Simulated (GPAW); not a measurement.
Set up this calculation in GPAW 26.7.0, as an ASE script.

- Task: equation of state
- Functional: PBE
- Potentials or basis: GPAW PAW data sets (gpaw-data 1.2.1)
- Cutoff: 600 eV
- Basis: pw
- k mesh: 7 × 7 × 5
- Occupations: fermi-dirac, width 0.05 eV
- Spin: no spin polarisation
- Maxiter: 150
- Eos scales: [0.94, 0.96, 0.98, 1.0, 1.02, 1.04, 1.06]

The structure of CdS lies in CdS.xyz:

```xyz
2
Lattice="4.2611695877 0.0000000000 0.0000000000 -2.1305847939 3.6902811128 0.0000000000 0.0000000000 0.0000000000 5.8041729400" Properties=species:S:1:pos:R:3 pbc="T T T"
Cd     0.0000000000      0.0000000000      2.5694604628
S      2.1305847940      1.2300937041      2.5207992056
```

Measurements of this composition are mostly on another form, of space group No. 186.

The input as run:

run.py

```python
from ase.eos import EquationOfState
from ase.io import Trajectory, read
from ase.units import GPa
from gpaw import GPAW, PW

atoms = read('CdS.xyz')

traj = Trajectory('eos.traj', 'w')
volumes, energies = [], []
for x in [0.94, 0.96, 0.98, 1.0, 1.02, 1.04, 1.06]:
    a = atoms.copy()
    a.set_cell(atoms.cell * x**(1 / 3), scale_atoms=True)
    calc = GPAW(mode=PW(600),
                xc='PBE',
                kpts={'size': (7, 7, 5), 'gamma': True},
                occupations={'name': 'fermi-dirac', 'width': 0.05},
                nbands=18,
                convergence={'density': 1e-05, 'energy': 1e-05},
                maxiter=150,
                txt=f'eos-{x:.2f}.txt')
    a.calc = calc
    energies.append(a.get_potential_energy(force_consistent=True))
    volumes.append(a.get_volume())
    p = -a.get_stress()[:3].mean() / GPa
    calc.write(f'eos-{x:.2f}.gpw')
    traj.write(a)
    print(f'{x:.2f} {volumes[-1]:10.4f} A^3 {energies[-1]:14.6f} eV {p:9.3f} GPa', flush=True)

v0, e0, B = EquationOfState(volumes, energies, eos='birchmurnaghan').fit()
print(f'V0 = {v0:.4f} A^3, E0 = {e0:.6f} eV, B0 = {B / GPa:.2f} GPa')
```

Potentials or basis: GPAW PAW data sets (gpaw-data 1.2.1), pw.

Launch:

```sh
$ OMP_NUM_THREADS=1 python run.py
```

It gave:

```
Equilibrium volume                        : 45.08 Å³/atom
Bulk modulus at fixed shape and positions : 29 GPa
Pressure derivative of the bulk modulus   : 4.6
```

Caveat: the cell was scaled at fixed shape and fractional positions, which overstates the stiffness of a crystal with free parameters, most of all of layers and chains.

Wall time 3.4 min on 1 thread of Arm Neoverse V1, with other jobs on the host, peak memory 0.37 GiB.
